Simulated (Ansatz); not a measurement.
Input of an Ansatz 0.2.0 run:

The input input.yaml:

```yaml
crystal:
  lattice:
    - [0.0, 3.059, 3.059]
    - [3.059, 0.0, 3.059]
    - [3.059, 3.059, 0.0]
  atoms:
    - { symbol: Sb, position: [0.75, 0.75, 0.75] }
    - { symbol: Ga, position: [0.0, 0.0, 0.0] }
hamiltonian:
  xc: rpbe
  pseudopotentials: { kind: paw }
kpoints:
  mp_grid: { grid: [8, 8, 8] }
  band_path:
    path:
      - [[0.0, 0.0, 0.0], [0.5, 0.0, 0.5], [0.5, 0.25, 0.75], [0.375, 0.375, 0.75], [0.0, 0.0, 0.0], [0.5, 0.5, 0.5], [0.625, 0.25, 0.625], [0.5, 0.25, 0.75], [0.5, 0.5, 0.5], [0.375, 0.375, 0.75]]
      - [[0.625, 0.25, 0.625], [0.5, 0.0, 0.5]]
    npoints: 14
scf:
  occupations: { method: fermi_dirac, width: 0.05 }
  n_extra_bands: 6
output:
  forces: true
  stress: true
  eigenvalues: true
  fatbands: false
```

Potentials or basis: Ansatz PAW.

Launch:

```bash
$ ansatz run input.yaml --threads 2 --pin off --max-ram 5632MiB --backend cpu --events-out ev --progress --plain --runs-dir out
```

Question: Predict the pressure.

Answer: 3.9 GPa.

Question: Estimate the band gap along the path.

Answer: 0.13 eV, direct.

Question: What does it give for the band gap on the k mesh?

Answer: 0.13 eV, direct.

Levels at the corners of the path, in eV from the valence-band top:
| point | band 11 | band 12 | band 13 | band 14 | band 15 | band 16 | band 17 | band 18 |
| --- | --- | --- | --- | --- | --- | --- | --- | --- |
| Γ | -11.44 | 0.00 | 0.00 | 0.00 | 0.13 | 2.80 | 2.80 | 2.80 |
| X | -9.00 | -6.77 | -2.56 | -2.56 | 0.99 | 1.36 | 8.76 | 8.76 |
| W | -8.96 | -6.63 | -3.32 | -3.10 | 3.73 | 4.42 | 4.47 | 4.84 |
| K | -9.06 | -6.59 | -3.58 | -2.18 | 1.49 | 3.95 | 6.69 | 6.85 |
| Γ | -11.44 | 0.00 | 0.00 | 0.00 | 0.13 | 2.80 | 2.80 | 2.80 |
| L | -9.82 | -6.32 | -1.15 | -1.15 | 0.49 | 3.79 | 3.79 | 6.65 |
| U | -9.06 | -6.59 | -3.58 | -2.18 | 1.49 | 3.95 | 6.69 | 6.85 |
| W | -8.96 | -6.63 | -3.32 | -3.10 | 3.73 | 4.42 | 4.47 | 4.84 |
| L | -9.82 | -6.32 | -1.15 | -1.15 | 0.49 | 3.79 | 3.79 | 6.65 |
| K | -9.06 | -6.59 | -3.58 | -2.18 | 1.49 | 3.95 | 6.69 | 6.85 |
| U | -9.06 | -6.59 | -3.58 | -2.18 | 1.49 | 3.95 | 6.69 | 6.85 |
| X | -9.00 | -6.77 | -2.56 | -2.56 | 0.99 | 1.36 | 8.76 | 8.76 |

Caveat: spin-orbit coupling is left out, which moves the levels of the heavy elements; the PAW data sets come from PBE, with cores solved anew for the run's functional, which leaves a small shift of forces and pressure.

**The experiment to reproduce.**

From a printed reference work, data compilation, for a bulk crystal of GaSb at 4.2 K: band gap 0.811 eV (direct).

Measured gap of GaSb: 0.811 eV (direct; 4.2 K; a printed reference work, data compilation). This calculation gives 0.13 eV (-0.68 eV). Spin-orbit coupling on Ga, Sb is left out. The value is that of RPBE, without temperature or zero-point motion. Semilocal functionals fall short of measured gaps as a rule.
